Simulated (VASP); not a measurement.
# Si (Fd-3m) in VASP: single point with PBE

Aim: the single point of Si with PBE.

All numbers are computed with VASP 6.6.1; they aren't measurements. Logs are shortened: lines on timing, memory, paths and dates and some standing lists are left out, and cuts for length are marked.

**1. Starting point**

Symmetry: Fd-3m, No. 227, cubic system. The conventional cell has a = 5.470 Å, b = 5.470 Å, c = 5.470 Å, α = 90.00°, β = 90.00°, γ = 90.00°. Around Si (site symmetry -43m) lie 4 Si at 2.37 Å.

**2. Single point, PBE**

File INCAR:

```
SYSTEM = Si
PREC     = Accurate       ! precision mode
ENCUT    = 520            ! plane-wave cutoff, eV
EDIFF    = 1E-6           ! SCF threshold, eV
ISMEAR   = 0              ! smearing method
SIGMA    = 0.02           ! smearing width, eV
LREAL    = .False.        ! projectors in reciprocal space
LASPH    = .True.         ! aspherical terms in the spheres
NELM     = 100            ! most SCF steps
ALGO     = Normal         ! electronic algorithm
ISIF     = 2              ! what is computed and relaxed
LWAVE    = .False.        ! write WAVECAR
LCHARG   = .False.        ! write CHGCAR
GGA      = PE             ! functional
NBANDS   = 11             ! bands
```

File KPOINTS:

```
regular mesh
0
Gamma
  10 10 10
  0 0 0
```

File POSCAR:

```
Si
1.0
    0.0000000000      2.7351079786      2.7351079786
    2.7351079786      0.0000000000      2.7351079786
    2.7351079786      2.7351079786      0.0000000000
Si
2
Direct
    0.7500000000      0.7500000000      0.7500000000
    0.5000000000      0.5000000000      0.5000000000
```

Potentials or basis: VASP PAW PBE potentials, release 64 (Si).

On the command line:

```console
cat potpaw_PBE.64/Si/POTCAR > POTCAR
mpirun -np 1 vasp_std > vasp.out
```

OUTCAR:

```text
SYSTEM = Si
   PREC = Accurate
   ENCUT = 520
   EDIFF = 1E-6
   ISMEAR = 0
   LREAL = .False.
   LASPH = .True.
   NELM = 100
   ISIF = 2
   GGA = PE

 ion  position               nearest neighbor table
   1  0.750  0.750  0.750-   2 2.37   2 2.37   2 2.37   2 2.37
   2  0.500  0.500  0.500-   1 2.37   1 2.37   1 2.37   1 2.37

  LATTYP: Found a face centered cubic cell.
 ALAT       =     5.4702159572

  Lattice vectors:

 A1 = (   0.0000000000,   2.7351079786,   2.7351079786)
 A2 = (   2.7351079786,   0.0000000000,   2.7351079786)
 A3 = (   2.7351079786,   2.7351079786,   0.0000000000)

Analysis of symmetry for initial positions (statically):
=====================================================================
 Subroutine PRICEL returns:
 Original cell was already a primitive cell.

 Routine SETGRP: Setting up the symmetry group for a
 face centered cubic supercell.

 Subroutine GETGRP returns: Found 48 space group operations
 (whereof 24 operations were pure point group operations)
 out of a pool of 48 trial point group operations.

The static configuration has the point symmetry T_d .
 The point group associated with its full space group is O_h .

Analysis of symmetry for dynamics (positions and initial velocities):
=====================================================================
 Subroutine PRICEL returns:
 Original cell was already a primitive cell.

 Routine SETGRP: Setting up the symmetry group for a
 face centered cubic supercell.

 Subroutine GETGRP returns: Found 48 space group operations
 (whereof 24 operations were pure point group operations)
 out of a pool of 48 trial point group operations.

The dynamic configuration has the point symmetry T_d .
 The point group associated with its full space group is O_h .

 Subroutine INISYM returns: Found 48 space group operations
 (whereof 24 operations are pure point group operations),
 and found     1 'primitive' translations

----------------------------------------------------------------------------------------

                                     Primitive cell

  volume of cell :      40.9217

  direct lattice vectors                    reciprocal lattice vectors
     0.000000000  2.735107979  2.735107979    -0.182808139  0.182808139  0.182808139
     2.735107979  0.000000000  2.735107979     0.182808139 -0.182808139  0.182808139
     2.735107979  2.735107979  0.000000000     0.182808139  0.182808139 -0.182808139

  length of vectors
     3.868026798  3.868026798  3.868026798     0.316632985  0.316632985  0.316632985

  position of ions in fractional coordinates (direct lattice)
     0.750000000  0.750000000  0.750000000
     0.500000000  0.500000000  0.500000000

  ion indices of the primitive-cell ions
   primitive index   ion index
                 1           1
                 2           2

----------------------------------------------------------------------------------------

 KPOINTS: regular mesh

Automatic generation of k-mesh.
 Grid dimensions read from file:
 generate k-points for:   10   10   10

 Generating k-lattice:

  Cartesian coordinates                     Fractional coordinates (reciprocal lattice)
    -0.018280814  0.018280814  0.018280814     0.100000000  0.000000000  0.000000000
     0.018280814 -0.018280814  0.018280814     0.000000000  0.100000000  0.000000000
     0.018280814  0.018280814 -0.018280814     0.000000000  0.000000000  0.100000000

  Length of vectors
     0.031663299  0.031663299  0.031663299

  Shift w.r.t. Gamma in fractional coordinates (k-lattice)
     0.000000000  0.000000000  0.000000000

 Subroutine IBZKPT returns following result:
 ===========================================

 Found     47 irreducible k-points:

 Following reciprocal coordinates:
            Coordinates               Weight
  0.000000  0.000000  0.000000      1.000000
  0.100000  0.000000  0.000000      8.000000
  0.200000  0.000000  0.000000      8.000000
  0.300000  0.000000  0.000000      8.000000
  0.400000  0.000000  0.000000      8.000000
  0.500000  0.000000  0.000000      4.000000
[... 16 lines left out ...]
  0.300000  0.300000  0.000000      6.000000
  0.400000  0.300000  0.000000     24.000000
 [... further k-points ...]
   k-points           NKPTS =     47   k-points in BZ     NKDIM =     47   number of bands    NBANDS=     11
   number of dos      NEDOS =    301   number of ions     NIONS =      2
   total plane-waves  NPLWV =  27000
   dimension x,y,z NGX =    30 NGY =   30 NGZ =   30
   dimension x,y,z NGXF=    60 NGYF=   60 NGZF=   60
   ions per type =               2
   NGX,Y,Z   is equivalent  to a cutoff of  12.89, 12.89, 12.89 a.u.
   NGXF,Y,Z  is equivalent  to a cutoff of  25.79, 25.79, 25.79 a.u.
 SYSTEM =  Si
   PREC   = accura    normal or accurate (medium, high low for compatibility)
   ISTART =      0    job   : 0-new  1-cont  2-samecut
   ICHARG =      2    charge: 1-file 2-atom 10-const
   ISPIN  =      1    spin polarized calculation?
   LNONCOLLINEAR =      F non collinear calculations
   LSORBIT =      F    spin-orbit coupling
   LASPH  =      T    aspherical Exc in radial PAW
   ENCUT  =  520.0 eV  38.22 Ry    6.18 a.u.   7.19  7.19  7.19*2*pi/ulx,y,z
   NELM   =    100;   NELMIN=  2; NELMDL= -5     # of ELM steps
   EDIFF  = 0.1E-05   stopping-criterion for ELM
   LREAL  =      F    real-space projection
   EDIFFG = 0.1E-04   stopping-criterion for IOM
   NSW    =      0    number of steps for IOM
   IBRION =     -1    ionic relax: 0-MD 1-quasi-New 2-CG
   NFREE  =      0    steps in history (QN), initial steepest desc. (CG)
   ISIF   =      2    stress and relaxation
   ISYM   =      2    0-nonsym 1-usesym 2-fastsym
   POTIM  = 0.5000    time-step for ionic-motion
   TEBEG  =    0.0;   TEEND  =   0.0 temperature during run
   PSTRESS=    0.0 pullay stress
   NELECT =       8.0000    total number of electrons
   NUPDOWN=      -1.0000    fix difference up-down
   EMIN   =  10.00;   EMAX   =-10.00  energy-range for DOS
   EFERMI =   0.00;   METHOD = LEGACY
   ISMEAR =     0;   SIGMA  =   0.02  broadening in eV -4-tet -1-fermi 0-gaus
   EFERMI_NEDOS =   21; number of points for ismear=-14 and -15
   IALGO  =     38    algorithm
   IMIX   =      4    mixing-type and parameters
     AMIX     =   0.40;   BMIX     =  1.00
     AMIX_MAG =   1.60;   BMIX_MAG =  1.00
  volume/ion in A,a.u.               =      20.46       138.08
  Fermi-wavevector in a.u.,A,eV,Ry     =   0.950139  1.795502 12.282844  0.902764
  Thomas-Fermi vector in A             =   2.078487
   LORBIT       =      0    0 simple, 1 ext, 2 COOP (PROOUT), +10 PAW based schemes
   GGA     = PE    functional components
   LHFCALC =     F    Hartree Fock is set to
   AEXX    =    0.0000 exact exchange contribution
   IVDW    =     0    specifies the selected vdW correction
   LEPSILON=     F    determine dielectric tensor
   LRPA    =     F    only Hartree local field effects (RPA)
 non-spin polarized calculation
 Gauss-broadening in eV      SIGMA  =   0.02
  energy-cutoff  :      520.00
  volume of cell :       40.92
 maximum number of plane-waves:      1114
 NGX is ok and might be reduce to    30
   NGX = 15   NGY = 15   NGZ = 15

 number of electron       8.0000001 magnetization

 Free energy of the ion-electron system (eV)
  ---------------------------------------------------
  ext. energy  EPLUGINS =         0.00000000
  ---------------------------------------------------
  free energy    TOTEN  =       -10.84919861 eV

  energy without entropy =      -10.84919861  energy(sigma->0) =      -10.84919861

 E-fermi :   5.7113     XC(G=0):  -9.3242

 val. band max:        5.6078788839   @ k =   0.0000   0.0000   0.0000
 cond. band min:       6.2271231485   @ k =   0.4000   0.4000   0.0000
 fundamental gap:      0.6192442646
 Fermi energy:         5.7113158857

 k-point     1 :       0.0000    0.0000    0.0000
  band No.  band energies     occupation
      1      -6.2012      2.00000
      2       5.6079      2.00000
      3       5.6079      2.00000
      4       5.6079      2.00000
      5       8.1646      0.00000
      6       8.1646      0.00000
      7       8.1646      0.00000
      8       8.7324      0.00000
      9      13.3167      0.00000
     10      13.3167      0.00000
     11      13.4819      0.00000

 k-point     2 :       0.1000    0.0000    0.0000
  band No.  band energies     occupation
      1      -6.0728      2.00000
      2       4.4659      2.00000
      3       5.4143      2.00000
      4       5.4143      2.00000
      5       8.1285      0.00000
      6       8.4501      0.00000
      7       8.4501      0.00000
      8       9.7046      0.00000
      9      12.9673      0.00000
     10      12.9673      0.00000
     11      14.0113      0.00000

 k-point     3 :       0.2000    0.0000    0.0000
  band No.  band energies     occupation
      1      -5.6936      2.00000
      2       2.6269      2.00000
      3       5.0408      2.00000
      4       5.0408      2.00000
      5       7.7577      0.00000
      6       8.9517      0.00000
      7       8.9517      0.00000
      8      11.4795      0.00000
      9      12.6566      0.00000
     10      12.6566      0.00000
     11      14.6807      0.00000

 k-point     4 :       0.3000    0.0000    0.0000
  band No.  band energies     occupation
      1      -5.0907      2.00000
      2       0.8700      2.00000
      3       4.7109      2.00000
      4       4.7109      2.00000
      5       7.3939      0.00000
      6       9.1327      0.00000
      7       9.1327      0.00000
      8      13.1027      0.00000
      9      13.1816      0.00000
     10      13.1816      0.00000
     11      14.4270      0.00000
[... 239 lines left out ...]
 k-point    22 :      -0.2000    0.2000    0.0000
  band No.  band energies     occupation
      1      -4.8787      2.00000
      2       1.1624      2.00000
      3       2.6772      2.00000
      4       4.7774      2.00000
      5       8.4570      0.00000
      6       9.5724      0.00000
      7       9.8758      0.00000
      8      11.2613      0.00000
      9      11.7402      0.00000
     10      16.2056      0.00000
     11      16.2252      0.00000

 k-point    23 :       0.3000    0.3000    0.0000
  band No.  band energies     occupation
      1      -4.6809      2.00000
      2       1.2041      2.00000
      3       3.4275      2.00000
      4       3.4275      2.00000
      5       6.4984      0.00000
      6       8.0450      0.00000
      7      12.1760      0.00000
      8      12.1760      0.00000
      9      14.5069      0.00000
     10      15.0299      0.00000
     11      17.9198      0.00000

 k-point    24 :       0.4000    0.3000    0.0000
  band No.  band energies     occupation
      1      -4.0802      2.00000
      2       0.2162      2.00000
      3       2.8168      2.00000
      4       3.2260      2.00000
      5       6.6858      0.00000
      6       7.8744      0.00000
      7      12.4592      0.00000
      8      12.6007      0.00000
      9      16.0147      0.00000
     10      16.1402      0.00000
     11      17.6234      0.00000

 [... further k-points ...]
[... 5 lines left out ...]
  --------------------------------------------------------------------------------------
  -------------------------------------------------------------------------------------
  Total       -0.0191370     -0.0191370     -0.0191370     -0.0000000     -0.0000000      0.0000000
  in kB       -0.7492580     -0.7492580     -0.7492580     -0.0000000     -0.0000000      0.0000000
  external PRESSURE =      -0.7492580 kB  Pullay stress =       0.0000000 kB

 VOLUME and BASIS-vectors are now :
 -----------------------------------------------------------------------------
  energy-cutoff  :      520.00
  volume of cell :       40.92
      direct lattice vectors                 reciprocal lattice vectors
     0.000000000  2.735107979  2.735107979    -0.182808139  0.182808139  0.182808139
     2.735107979  0.000000000  2.735107979     0.182808139 -0.182808139  0.182808139
     2.735107979  2.735107979  0.000000000     0.182808139  0.182808139 -0.182808139

 POSITION                                       TOTAL-FORCE (eV/Angst)
 -----------------------------------------------------------------------------------
      4.10266      4.10266      4.10266        -0.000000      0.000000      0.000000
      2.73511      2.73511      2.73511         0.000000     -0.000000     -0.000000
 -----------------------------------------------------------------------------------
    total drift:                                0.000000     -0.000000     -0.000000

  FREE ENERGIE OF THE ION-ELECTRON SYSTEM (eV)
  ---------------------------------------------------
  free  energy   TOTEN  =       -10.8491986119 eV

  energy  without entropy=      -10.8491986119  energy(sigma->0) =      -10.84919861
```

Wall time 13 s (1 thread of Intel Xeon 6975P-C (Granite Rapids), shared host); peak memory 0.16 GiB.

Results:

* Free energy: -10.8492 eV
* Pressure: -0.1 GPa
* Band gap on the k mesh: 0.62 eV, indirect (least direct gap 2.56 eV)
